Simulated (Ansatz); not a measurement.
Working through a Delta-SCF excitation of BN, space group P1

Computed with Ansatz 0.2.0 through its Python package.

At the Python prompt:
```pycon
>>> import warnings
>>> import ansatz as az
>>> from ase import Atoms
>>> warnings.simplefilter("ignore", az.DeckWarning)
>>> atoms = Atoms(
...     ["B", "N"],
...     scaled_positions=[
...         (0.979643, 0.983499, 0.001806),
...         (0.668506, 0.332385, 0.984999),
...     ],
...     cell=[
...         (2.508041, 0.0, 0.0),
...         (-1.246711, 2.176231, 0.0),
...         (-0.630665, -1.088116, 3.02254),
...     ],
...     pbc=True,
... )
>>> xtal = az.Crystal.from_ase(atoms)
>>> ground = (
...     xtal.calculation()
...     .functional("pbesol", dispersion="d3bj")
...     .pseudopotentials("paw")
...     .basis(16 * az.Ha)
...     .kpoints(1, 1, 1)
...     .occupations("fermi_dirac", width=0.01)
...     .scf(extra_bands=4)
...     .band_table()
... )
>>> excited = ground.excitation(hole_k=0, hole_band="v1", hole_track="overlap", particle_k=0, particle_band="c1", particle_track="overlap")
>>> low, high = ground.run().report, excited.run().report

>>> share = low["kweights"][0]
>>> top = round(low["n_electrons"] / 2)
>>> print("Kohn-Sham gap at the first k-point:", round(low["eigenvalues_ev"][0][top] - low["eigenvalues_ev"][0][top - 1], 3), "eV")
Kohn-Sham gap at the first k-point: 5.188 eV
>>> print("energy difference per cell:", round(high["lagrangian_ev"] - low["lagrangian_ev"], 4), "eV; weight of the point", round(share, 4))
energy difference per cell: 6.5231 eV; weight of the point 1.0
>>> print("per electron moved:", round((high["lagrangian_ev"] - low["lagrangian_ev"]) / share, 3), "eV")
per electron moved: 6.523 eV
```

Reading the output:
- Semilocal gaps usually lie well under measured ones.
- The k-point mesh is coarse, and energy and stress weren't tested for convergence.
- The structure comes from a database of computed cells and needn't be a stable or known phase.
- Gaps and levels are Kohn-Sham values on a finite set of k-points.
- One k-point of a small cell stands for a dense array of excitations, so this isn't the optical gap of the solid.
- Hardware and time: 0.8 s on 1 thread of Intel(R) Xeon(R) 6975P-C (Granite Rapids), on a shared host, peak memory 0.35 GiB.

(Lines on the test bed's own set-up are left out of the output.)
